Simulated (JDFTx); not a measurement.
Crystal: MoS2.

```
Mo S
1.0
     1.58000    0.91221    6.15000
    -1.58000    0.91221    6.15000
     0.00000   -1.82443    6.15000
Mo S
1 2
Direct
  0.00000 0.00000 0.00000
  0.41700 0.41700 0.41700
  0.25000 0.25000 0.25000
```

Measurements of this composition are mostly on another form, of space group No. 194.

Base run:

| Quantity | Value |
| --- | --- |
| Program | JDFTx 1.7.0 (patched build) |
| Functional | PBE |
| Potentials or basis | PseudoDojo-SR-PBE-0.5-standard |
| Cutoff | 1088 eV |
| Density cutoff | 8708 eV |
| k mesh | 10 × 10 × 10 |
| Occupations | fermi-dirac, width 0.05 eV |
| Spin | no spin polarisation |

Its results: band gap on the k mesh 0.96 eV, indirect (least direct gap 1.96 eV); pressure 5.4 GPa; largest force 0.531 eV/Å.

Problem. The run is repeated on the same cell with these changes: functional from PBE to PBEsol; potentials or basis from PseudoDojo-SR-PBE-0.5-standard to PseudoDojo-SR-PBEsol-0.4.1-standard with smoothed tails. What comes out?

Solution. Band gap on the k mesh 0.91 eV, indirect (least direct gap 1.96 eV); pressure 0.4 GPa; largest force 0.269 eV/Å.

Caveats: the empty levels aren't tightly converged.

A k mesh can miss the band edges.

Not every run made on this cell is shown here.
